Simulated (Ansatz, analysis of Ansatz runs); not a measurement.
# A hop of Cu in LaOF (R-3m), charge +1, part 3 of 4

Aim: the barrier of one jump in LaOF (R-3m) at charge +1: Cu_i hop between interstitial places. The model is a cell of 36 host atoms with 1 Cu put in; Cu is the atom that moves.

Ansatz 0.2.0; plane-wave PAW DFT, PBEsol; nudged elastic band between two relaxed defect structures at fixed charge in a uniform background.

So far: The starting structure; Relaxation of the start point, charge +1; Relaxation of the end point, charge +1.

### 4. Nudged elastic band, charge +1

3 movable images are laid between the ends on straight lines. Each image feels the true force across the path and a spring force along it. The highest image is set to climb to the top of the path.

This step: plane-wave PAW DFT, PBEsol; nudged elastic band between two relaxed defect structures at fixed charge in a uniform background.

The input, qp1.neb/input.yaml:

```yaml
crystal:
  lattice:
    - [-4.01323028, 6.95111875, 0.0]
    - [-12.03969085, 0.0, 0.0]
    - [-2.00661514, 1.15851979, 6.68937332]
  atoms:
    - { symbol: La, position: [0.12674733, 0.08764671, 0.22491334] }
    - { symbol: La, position: [0.36823819, 0.24906178, 0.77686484] }
    - { symbol: O, position: [0.18830835, 0.1254596, 0.87011377] }
    - { symbol: O, position: [0.30942425, 0.20981731, 0.12951833] }
    - { symbol: F, position: [0.06494428, 0.04133948, 0.61625523] }
    - { symbol: F, position: [0.43717847, 0.28996072, 0.38756837] }
    - { symbol: La, position: [0.13014923, 0.41148618, 0.24047665] }
    - { symbol: La, position: [0.39365289, 0.57579526, 0.75596902] }
    - { symbol: O, position: [0.17959504, 0.47328133, 0.87247827] }
    - { symbol: O, position: [0.30418458, 0.54361699, 0.13283723] }
    - { symbol: F, position: [0.06620198, 0.37506115, 0.61793232] }
    - { symbol: F, position: [0.44017529, 0.62278731, 0.3837571] }
    - { symbol: La, position: [0.12892575, 0.75647285, 0.23792709] }
    - { symbol: La, position: [0.36734259, 0.91491126, 0.77500698] }
    - { symbol: O, position: [0.1772712, 0.78349359, 0.87159869] }
    - { symbol: O, position: [0.30863576, 0.87581589, 0.12800557] }
    - { symbol: F, position: [0.06399108, 0.71268302, 0.60435856] }
    - { symbol: F, position: [0.43255099, 0.95911322, 0.38561535] }
    - { symbol: La, position: [0.62781433, 0.08606, 0.22553196] }
    - { symbol: La, position: [0.87274511, 0.24456751, 0.77624366] }
    - { symbol: O, position: [0.6840853, 0.12691482, 0.87067457] }
    - { symbol: O, position: [0.80972455, 0.20901724, 0.12986623] }
    - { symbol: F, position: [0.55613041, 0.04565379, 0.61511266] }
    - { symbol: F, position: [0.93208345, 0.29056551, 0.38836477] }
    - { symbol: La, position: [0.62844729, 0.41997571, 0.22234655] }
    - { symbol: La, position: [0.86780043, 0.58242186, 0.76730804] }
    - { symbol: O, position: [0.69160444, 0.45809961, 0.86812148] }
    - { symbol: O, position: [0.81576913, 0.54464896, 0.12955529] }
    - { symbol: F, position: [0.56536953, 0.37445118, 0.61157127] }
    - { symbol: F, position: [0.93228022, 0.62313629, 0.39135301] }
    - { symbol: La, position: [0.62496405, 0.75569261, 0.22567196] }
    - { symbol: La, position: [0.86251362, 0.92083718, 0.76784693] }
    - { symbol: O, position: [0.6875116, 0.79347284, 0.86670436] }
    - { symbol: O, position: [0.81419228, 0.87085045, 0.13030981] }
    - { symbol: F, position: [0.56104945, 0.71344215, 0.61161577] }
    - { symbol: F, position: [0.93030126, 0.96162129, 0.38635596] }
    - { symbol: Cu, position: [1.04617748, 0.65323043, -0.00980727] }
total_charge: 1
basis:
  ecutwfc: 420
  xc_grid: 2
hamiltonian:
  xc: pbesol
kpoints:
  mp_grid: { grid: [1, 1, 1], shift: [0.25, 0.25, 0.25] }
scf:
  occupations: { method: fixed }
  max_iter: 120
output:
  forces: true
neb:
  images: 3
  f_tol: 0.05
  climbing: true
  initial_path: linear
  max_iterations: 45
  order_check: false
  final_atoms:
    - { symbol: La, position: [0.11945629, 0.09614532, 0.22567766] }
    - { symbol: La, position: [0.36863757, 0.24856887, 0.77115394] }
[... 2 atom lines left out ...]
    - { symbol: F, position: [0.05755506, 0.05412809, 0.60431249] }
[... 2 atom lines left out ...]
    - { symbol: La, position: [0.37956067, 0.57107841, 0.76626553] }
    - { symbol: O, position: [0.18943937, 0.45801489, 0.86509504] }
[... 2 atom lines left out ...]
    - { symbol: F, position: [0.44150333, 0.61309477, 0.387614] }
[... 2 atom lines left out ...]
    - { symbol: O, position: [0.2014949, 0.80173858, 0.79105939] }
[... 1 atom line left out ...]
    - { symbol: F, position: [0.05430805, 0.70736073, 0.59918047] }
[... 14 atom lines left out ...]
    - { symbol: La, position: [0.85637411, 0.92081622, 0.76768447] }
    - { symbol: O, position: [0.67551591, 0.79702838, 0.87162419] }
    - { symbol: O, position: [0.82353361, 0.87018183, 0.12031033] }
    - { symbol: F, position: [0.58149971, 0.70521068, 0.60364383] }
    - { symbol: F, position: [0.91750614, 0.96201887, 0.38829813] }
    - { symbol: Cu, position: [1.24954354, 0.83360658, -0.50406956] }
```

Command:

```bash
ansatz run input.yaml --threads 4 --pin off --max-ram 7536MiB --backend cpu --events-out ev --progress --plain --runs-dir out
```

Numbers of over 12 decimals in the logs are rounded to 6 here.

Output:

```text
[...]
Warning: neb: disabling space-group detection — the band's intermediate images generally break the endpoint symmetry, so the full k-mesh is solved, and no spatial operation symmetrises the density, except that a semilocal band can use its path's symmetry [...]
[...]
parallel-image band execution: 2 concurrent image workers
NEB image 0
Crystal: 37 atoms, lattice volume = 559.829 Å³
Basis set: ecut = 420 eV, 10937 PW (Γ), exchange–correlation on 108×162×96 points (8 copies of the dense FFT grid, shifted against one another)
Bands: 190, of which v1, the nominal top of the filled ones, is band 153 counted from 1 (152 counted from 0)
Symmetry: 1 space group operations
k-points: 1
[...]
SCF iter   1: F=—  HF=-96943.112290 eV  |F-HF|=—  |Δ(HF+E_count)|=         —  Δρ=1.31e-2  dr2=8.84e-1  ethr=1.77e-3  ⟨swp⟩=6.0  Hψ=595  notcnv=0  defer=34
[...]
SCF iter  11: F=-96942.932414 eV  HF=-96942.932414 eV  |F-HF|=4.99e-8  |Δ(HF+E_count)|=   1.82e-7  Δρ=4.26e-6  dr2=9.50e-8  ethr=3.27e-11  ⟨swp⟩=5.0  Hψ=665  notcnv=0
SCF 1 converged in 11 iterations: F = -96942.932414 eV  dr2 = 9.50e-8
[...]
NSCF: frozen V_eff on 1 k-points
NEB image 4
SCF iter   1: F=—  HF=-96943.376214 eV  |F-HF|=—  |Δ(HF+E_count)|=         —  Δρ=1.32e-2  dr2=9.97e-1  ethr=1.77e-3  ⟨swp⟩=7.0  Hψ=601  notcnv=0  defer=35
[...]
SCF iter  11: F=-96943.174327 eV  HF=-96943.174327 eV  |F-HF|=1.50e-8  |Δ(HF+E_count)|=   3.88e-7  Δρ=2.67e-6  dr2=3.81e-8  ethr=3.27e-11  ⟨swp⟩=5.0  Hψ=806  notcnv=0
SCF 2 converged in 11 iterations: F = -96943.174327 eV  dr2 = 3.81e-8
[...]
NEB end point (image 0): max|allowed force component| = 1.671e-2 eV/Å (the criterion of neb.relax_end_points is 1.000e-2)
NEB end point (image 4): max|allowed force component| = 5.925e-3 eV/Å (the criterion of neb.relax_end_points is 1.000e-2)
NEB image 1
SCF iter   1: F=—  HF=-96938.451097 eV  |F-HF|=—  |Δ(HF+E_count)|=         —  Δρ=1.29e-2  dr2=8.53e-1  ethr=1.77e-3  ⟨swp⟩=5.0  Hψ=699  notcnv=0  defer=26
[...]
SCF iter  11: F=-96938.283273 eV  HF=-96938.283273 eV  |F-HF|=3.09e-9  |Δ(HF+E_count)|=   2.43e-7  Δρ=3.52e-6  dr2=6.58e-8  ethr=3.27e-11  ⟨swp⟩=5.0  Hψ=806  notcnv=0
SCF 3 converged in 11 iterations: F = -96938.283273 eV  dr2 = 6.58e-8
NEB image 2
SCF iter   1: F=—  HF=-96923.650382 eV  |F-HF|=—  |Δ(HF+E_count)|=         —  Δρ=1.89e-2  dr2=1.75e0  ethr=1.77e-3  ⟨swp⟩=6.0  Hψ=728  notcnv=0  defer=34
[...]
SCF iter  11: F=-96923.369270 eV  HF=-96923.369270 eV  |F-HF|=8.25e-8  |Δ(HF+E_count)|=   4.85e-7  Δρ=3.37e-6  dr2=8.93e-8  ethr=3.27e-11  ⟨swp⟩=5.0  Hψ=737  notcnv=0
SCF 4 converged in 11 iterations: F = -96923.369270 eV  dr2 = 8.93e-8
NEB image 3
SCF iter   1: F=—  HF=-96936.943989 eV  |F-HF|=—  |Δ(HF+E_count)|=         —  Δρ=1.47e-2  dr2=1.18e0  ethr=1.77e-3  ⟨swp⟩=7.0  Hψ=702  notcnv=0  defer=35
[...]
SCF iter  12: F=-96936.719430 eV  HF=-96936.719430 eV  |F-HF|=7.76e-9  |Δ(HF+E_count)|=   2.06e-8  Δρ=2.39e-6  dr2=2.89e-8  ethr=3.27e-11  ⟨swp⟩=4.0  Hψ=637  notcnv=0
SCF 5 converged in 12 iterations: F = -96936.719430 eV  dr2 = 2.89e-8
NEB iter   1: max|band force component| = 6.124e1 eV/Å  barrier→ = 19.5631 eV  barrier← = 19.8051 eV  Δτ_max = 0.2000 Å  (56 SCF iters)
NEB image 1
[...]
iter 1 solved again at ethr=6.96e-4 eV; its pass at ethr=3.10e-3 eV (dr2=2.13e0 eV) is discarded
[...]
SCF iter  12: F=-96940.644117 eV  HF=-96940.644117 eV  |F-HF|=1.62e-8  |Δ(HF+E_count)|=   5.28e-8  Δρ=3.77e-6  dr2=6.64e-8  ethr=3.27e-11  ⟨swp⟩=4.0  Hψ=625  notcnv=0
SCF 6 converged in 12 iterations: F = -96940.644117 eV  dr2 = 6.64e-8
NEB image 2
[...]
SCF iter  13: F=-96937.529007 eV  HF=-96937.529007 eV  |F-HF|=3.09e-9  |Δ(HF+E_count)|=   3.84e-8  Δρ=2.21e-6  dr2=2.57e-8  ethr=3.27e-11  ⟨swp⟩=4.0  Hψ=653  notcnv=0
SCF 7 converged in 13 iterations: F = -96937.529007 eV  dr2 = 2.57e-8
NEB image 3
[...]
SCF iter  12: F=-96940.479337 eV  HF=-96940.479337 eV  |F-HF|=6.99e-8  |Δ(HF+E_count)|=   1.10e-7  Δρ=4.64e-6  dr2=9.80e-8  ethr=3.27e-11  ⟨swp⟩=4.0  Hψ=653  notcnv=0
SCF 8 converged in 12 iterations: F = -96940.479337 eV  dr2 = 9.80e-8
NEB iter   2: max|band force component| = 1.401e1 eV/Å  barrier→ = 5.4034 eV  barrier← = 5.6453 eV  Δτ_max = 0.2000 Å  (37 SCF iters)
NEB image 1
[...]
SCF iter  11: F=-96941.504472 eV  HF=-96941.504472 eV  |F-HF|=3.62e-8  |Δ(HF+E_count)|=   6.56e-7  Δρ=3.68e-6  dr2=8.57e-8  ethr=3.27e-11  ⟨swp⟩=4.0  Hψ=813  notcnv=0
SCF 9 converged in 11 iterations: F = -96941.504472 eV  dr2 = 8.57e-8
NEB image 2
[...]
SCF iter  12: F=-96940.102302 eV  HF=-96940.102302 eV  |F-HF|=5.12e-8  |Δ(HF+E_count)|=   8.78e-8  Δρ=4.53e-6  dr2=9.03e-8  ethr=3.27e-11  ⟨swp⟩=5.0  Hψ=654  notcnv=0
SCF 10 converged in 12 iterations: F = -96940.102302 eV  dr2 = 9.03e-8
NEB image 3
[...]
SCF iter  13: F=-96941.731752 eV  HF=-96941.731752 eV  |F-HF|=3.35e-9  |Δ(HF+E_count)|=   1.51e-8  Δρ=1.20e-6  dr2=6.46e-9  ethr=3.27e-11  ⟨swp⟩=4.0  Hψ=577  notcnv=0
SCF 11 converged in 13 iterations: F = -96941.731752 eV  dr2 = 6.46e-9
NEB iter   3: max|band force component| = 6.606e0 eV/Å  barrier→ = 2.8301 eV  barrier← = 3.0720 eV  Δτ_max = 0.1102 Å  (36 SCF iters)
[... from here on, the SCF cycles and remarks between the steps are left out ...]
NEB iter   4: max|band force component| = 3.161e0 eV/Å  barrier→ = 1.9835 eV  barrier← = 2.2254 eV  Δτ_max = 0.0973 Å  (32 SCF iters)
NEB iter   5: max|band force component| = 1.658e0 eV/Å  barrier→ = 1.7334 eV  barrier← = 1.9754 eV  Δτ_max = 0.0909 Å  (30 SCF iters)
NEB iter   6: max|band force component| = 6.363e-1 eV/Å  barrier→ = 1.6165 eV  barrier← = 1.8585 eV  Δτ_max = 0.0771 Å  (30 SCF iters)
NEB iter   7: max|band force component| = 4.079e-1 eV/Å  barrier→ = 1.5686 eV  barrier← = 1.8105 eV  CI = image 2  Δτ_max = 0.1954 Å  (29 SCF iters)
NEB iter   8: max|band force component| = 2.926e-1 eV/Å  barrier→ = 1.6526 eV  barrier← = 1.8945 eV  CI = image 2  Δτ_max = 0.1946 Å  (29 SCF iters)
NEB iter   9: max|band force component| = 1.732e-1 eV/Å  barrier→ = 1.7014 eV  barrier← = 1.9433 eV  CI = image 2  Δτ_max = 0.0686 Å  (30 SCF iters)
NEB iter  10: max|band force component| = 1.076e-1 eV/Å  barrier→ = 1.6967 eV  barrier← = 1.9386 eV  CI = image 2  Δτ_max = 0.0323 Å  (27 SCF iters)
NEB iter  11: max|band force component| = 5.182e-2 eV/Å  barrier→ = 1.6945 eV  barrier← = 1.9364 eV  CI = image 2  Δτ_max = 0.0169 Å  (25 SCF iters)
NEB image 1
[...]
SCF iter   7: F=-96942.329056 eV  HF=-96942.329056 eV  |F-HF|=4.30e-8  |Δ(HF+E_count)|=   6.53e-8  Δρ=4.09e-6  dr2=8.36e-8  ethr=3.27e-11  ⟨swp⟩=4.0  Hψ=653  notcnv=0
SCF 36 converged in 7 iterations: F = -96942.329056 eV  dr2 = 8.36e-8
NEB image 2
[...]
SCF iter   8: F=-96941.238306 eV  HF=-96941.238306 eV  |F-HF|=7.64e-9  |Δ(HF+E_count)|=   1.93e-8  Δρ=1.51e-6  dr2=1.31e-8  ethr=3.27e-11  ⟨swp⟩=4.0  Hψ=637  notcnv=0
SCF 37 converged in 8 iterations: F = -96941.238306 eV  dr2 = 1.31e-8
NEB image 3
[...]
SCF iter   7: F=-96942.146466 eV  HF=-96942.146466 eV  |F-HF|=2.69e-8  |Δ(HF+E_count)|=   6.24e-8  Δρ=3.85e-6  dr2=6.14e-8  ethr=3.27e-11  ⟨swp⟩=4.0  Hψ=653  notcnv=0
SCF 38 converged in 7 iterations: F = -96942.146466 eV  dr2 = 6.14e-8
NEB image 1
[...]
NEB image 3
[...]
NEB image 2
[...]
the band table was solved once a step of the walk had ended and its energy, with any forces and stress, was formed, with the checks that follow a solve (1070 applications of the Hamiltonian). They found nothing against the state; [...]
NEB iter  12: max|band force component| = 3.243e-2 eV/Å  barrier→ = 1.6941 eV  barrier← = 1.9360 eV  CI = image 2  Δτ_max = 0.0000 Å  (22 SCF iters)
SCF converged after 8 iterations
Free energy (F): -96941.238306 eV
[...]
Internal energy: -96941.238306 eV  (E = F + TS)
E sigma→0 (E₀):  -96941.238306 eV
Fermi energy:    8.963969 eV
[...]
--- Forces (eV/Å), atoms counted from 1 ---
  atom   1  La     0.00634503     0.00397103    -0.00382602
  atom   2  La    -0.00312215     0.00173841     0.00138912
  [... 2 atoms left out ...]
  atom   5  F      0.00242456     0.00099842     0.00437995
  [... 2 atoms left out ...]
  atom   8  La    -0.00341684     0.00800532    -0.00175914
  atom   9  O     -0.00411475    -0.00096440    -0.00625027
  [... 2 atoms left out ...]
  atom  12  F      0.00029576    -0.00918795     0.00375669
  [... 2 atoms left out ...]
  atom  15  O      0.01930478     0.00736783     0.00400571
  [... 1 atom left out ...]
  atom  17  F     -0.00494996    -0.02201796     0.00373433
  [... 14 atoms left out ...]
  atom  32  La    -0.00801116    -0.01448949    -0.01362323
  atom  33  O     -0.00242176    -0.00819289     0.00640363
  [... 2 atoms left out ...]
  atom  36  F     -0.00073538     0.00138034     0.00387110
  atom  37  Cu    -0.02345233     0.01232814     0.01244828
  max |Σ_I F_I| component: 6.65e-6 eV/Å
--- Band table (eV) ---
[...]
this run last wrote the band of iteration 12 to <dir>
--- NEB band (5 images, 12 band iterations, 383 SCF iterations) ---
  forward barrier  = 1.694108 eV
  backward barrier = 1.936021 eV
  climbing image's point = of an order that was not read
  energies are F+E_penalty+E_count in eV, relative to image 0
  image     s (Å)  Δ vs image 0  max|band force component| (eV/Å)
      0    0.0000      0.000000                                 —
      1    1.0399      0.603358                          3.243e-2
  *   2    2.0798      1.694108                          2.188e-2
      3    3.5128      0.785948                          1.566e-2
      4    4.9459     -0.241913                                 —
  climbing-image geometry (image 2):
  cell:  # Å, volume = 559.8291 Å³
    - [-4.01323028, 6.95111875, 0.0]
    - [-12.03969085, 0.0, 0.0]
    - [-2.00661514, 1.15851979, 6.68937332]
  atoms:
    - { symbol: La, position: [0.132441, 0.083701, 0.228439] }
    - { symbol: La, position: [0.357468, 0.257071, 0.776841] }
    - { symbol: O, position: [0.195564, 0.123209, 0.871213] }
    - { symbol: O, position: [0.307552, 0.212564, 0.129404] }
    - { symbol: F, position: [0.061805, 0.042706, 0.619369] }
    - { symbol: F, position: [0.433120, 0.294629, 0.390083] }
    - { symbol: La, position: [0.132142, 0.422580, 0.222857] }
    - { symbol: La, position: [0.431204, 0.550644, 0.775896] }
    - { symbol: O, position: [0.191530, 0.470997, 0.858977] }
    - { symbol: O, position: [0.332612, 0.536328, 0.123819] }
    - { symbol: F, position: [0.064884, 0.380189, 0.611917] }
    - { symbol: F, position: [0.429069, 0.624516, 0.398074] }
    - { symbol: La, position: [0.131710, 0.753053, 0.209251] }
    - { symbol: La, position: [0.374926, 0.913022, 0.770056] }
    - { symbol: O, position: [0.195399, 0.788865, 0.858637] }
    - { symbol: O, position: [0.311737, 0.872419, 0.123658] }
    - { symbol: F, position: [0.003494, 0.713645, 0.555967] }
    - { symbol: F, position: [0.436738, 0.955353, 0.388622] }
    - { symbol: La, position: [0.624991, 0.091679, 0.231791] }
    - { symbol: La, position: [0.889657, 0.239907, 0.776957] }
    - { symbol: O, position: [0.672405, 0.143319, 0.874169] }
    - { symbol: O, position: [0.818950, 0.203619, 0.137402] }
    - { symbol: F, position: [0.546577, 0.055224, 0.611572] }
    - { symbol: F, position: [0.945005, 0.289008, 0.390949] }
    - { symbol: La, position: [0.638302, 0.414259, 0.237486] }
    - { symbol: La, position: [0.868113, 0.577525, 0.780440] }
    - { symbol: O, position: [0.715553, 0.443376, 0.877936] }
    - { symbol: O, position: [0.809138, 0.541366, 0.127656] }
    - { symbol: F, position: [0.582072, 0.367631, 0.611612] }
    - { symbol: F, position: [0.934521, 0.622258, 0.352870] }
    - { symbol: La, position: [0.630127, 0.754550, 0.220298] }
    - { symbol: La, position: [0.822795, 0.952497, 0.774797] }
    - { symbol: O, position: [0.689178, 0.798424, 0.865607] }
    - { symbol: O, position: [0.805417, 0.887065, 0.120672] }
    - { symbol: F, position: [0.576472, 0.702406, 0.616080] }
    - { symbol: F, position: [0.932827, 0.958865, 0.393662] }
    - { symbol: Cu, position: [1.089548, 0.724526, -0.246566] }
```

Wall time 6.3 min (4 threads of Intel Xeon Platinum 8259CL at 2.50GHz (Skylake/Cascade Lake), shared host); peak memory 1.8 GiB; 18 min of CPU time.

In the SCF lines HF is the Harris–Foulkes energy and dr2 the Hartree energy of the density residual, in eV; the loop may stop once dr2 is under the threshold and the program's other checks hold. Hψ counts applications of the Hamiltonian.

Images along the path:

```csv
image,path (Å),energy (eV),"Cu37: x, y, z (Å)"
0,0.000,0.0000,"-12.044, 7.261, -0.066"
1,1.040,0.6034,"-12.207, 7.103, -0.828"
2,2.080,1.6941,"-12.601, 7.288, -1.649"
3,3.513,0.7859,"-13.344, 7.744, -2.724"
4,4.946,-0.2419,"-14.040, 8.102, -3.372"
```

Numbers from this step:

```
free energy      : -96941.2383 eV
barrier forward  : 1.694 eV
barrier backward : 1.936 eV
end less start   : -0.2419 eV
hop length       : 3.953 Å
```

Track of the atom that was set to move:

```csv
image,x (Å),y (Å),z (Å),nearest neighbour,distance (Å)
0,-12.04,7.261,-0.066,O,2.162
1,-12.21,7.103,-0.828,O,1.961
2,-12.6,7.288,-1.649,F,1.786
3,-13.34,7.744,-2.724,O,1.857
4,-14.04,8.102,-3.372,O,1.974
```

The band met its tolerance of 0.05 eV/Å after 12 iterations, with image 2 on top (the start counts as 0). Cu37, which moves farthest between the ends, has 3 O at 2.16 Å nearest at the start and 1 F at 1.79 Å and 1 O at 1.79 Å at the top. In at least one step between neighbouring images a covalent bond changes partner or an atom goes far. The images sample such a step coarsely, so the top may lie higher.

[end of part 3 of 4]

[Logs are printed without paths, hosts, clocks, repeated set-up lines and the standing remarks that a program may print on its own settings, such as how far it seeks lower states.]

[Hosts, paths, dates, database ids (printed as entryN), source tags and the programs' standing remarks are cut or masked in the printed files.]
